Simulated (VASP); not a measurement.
Wanted: the native input for a VASP 6.6.1 run.

* Task: single point
* Functional: HSE06
* Potentials or basis: VASP PAW PBE potentials, release 64 (Li_sv)
* Cutoff: 520 eV
* k mesh: 8 × 8 × 8
* Occupations: gaussian, width 0.1 eV
* Spin: no spin polarisation
* Grid for exact exchange (PRECFOCK): Fast
* Screening parameter: 0.2 1/A
* Further INCAR settings: ALGO = Normal; EDIFF = 1e-07

Li:

```
Li
1.0
    -1.71221    1.71221    1.71221
     1.71221   -1.71221    1.71221
     1.71221    1.71221   -1.71221
Li
1
Direct
  0.00000 0.00000 0.00000
```

One way to write it, as run:

POSCAR

```
Li
1.0
   -1.7122100000      1.7122100000      1.7122100000
    1.7122100000     -1.7122100000      1.7122100000
    1.7122100000      1.7122100000     -1.7122100000
Li
1
Direct
    0.0000000000      0.0000000000      0.0000000000
```

INCAR.step1

```
SYSTEM = Li
ALGO     = Normal         ! electronic algorithm
EDIFF    = 1E-5           ! SCF threshold, eV
ENCUT    = 520            ! plane-wave cutoff, eV
GGA      = PE             ! functional
ISIF     = 2              ! what is computed and relaxed
ISMEAR   = 0              ! smearing method
LASPH    = .True.         ! aspherical terms in the spheres
LCHARG   = .False.        ! write CHGCAR
LREAL    = .False.        ! projectors in reciprocal space
LWAVE    = .True.         ! write WAVECAR
NELM     = 60             ! most SCF steps
PREC     = Accurate       ! precision mode
SIGMA    = 0.1            ! smearing width, eV
```

INCAR.step2

```
SYSTEM = Li
ALGO     = Normal         ! electronic algorithm
EDIFF    = 1E-7           ! SCF threshold, eV
ENCUT    = 520            ! plane-wave cutoff, eV
GGA      = PE             ! functional
HFSCREEN = 0.2            ! screening, 1/A
ISIF     = 2              ! what is computed and relaxed
ISMEAR   = 0              ! smearing method
ISTART   = 1            
LASPH    = .True.         ! aspherical terms in the spheres
LCHARG   = .False.        ! write CHGCAR
LHFCALC  = .True.         ! exact exchange
LREAL    = .False.        ! projectors in reciprocal space
LWAVE    = .False.        ! write WAVECAR
NELM     = 60             ! most SCF steps
PREC     = Accurate       ! precision mode
PRECFOCK = Fast         
SIGMA    = 0.1            ! smearing width, eV
```

KPOINTS

```
k-points
0
Gamma
  8 8 8
  0 0 0
```

Potentials or basis: VASP PAW PBE potentials, release 64 (Li_sv).

Launch:

```bash
$ cat potpaw_PBE.64/Li_sv/POTCAR > POTCAR
$ cp INCAR.step1 INCAR
$ mpirun -np 1 vasp_std > vasp.out
$ cp INCAR.step2 INCAR
$ mpirun -np 1 vasp_std > vasp.out
```

It gave:

```json
{
 "Band gap on the k mesh": "none (metal or under the smearing width)"
}
```

Wall time 36 s on 1 thread of Intel(R) Xeon(R) 6975P-C (Granite Rapids), with other jobs on the host, peak memory 0.23 GiB.
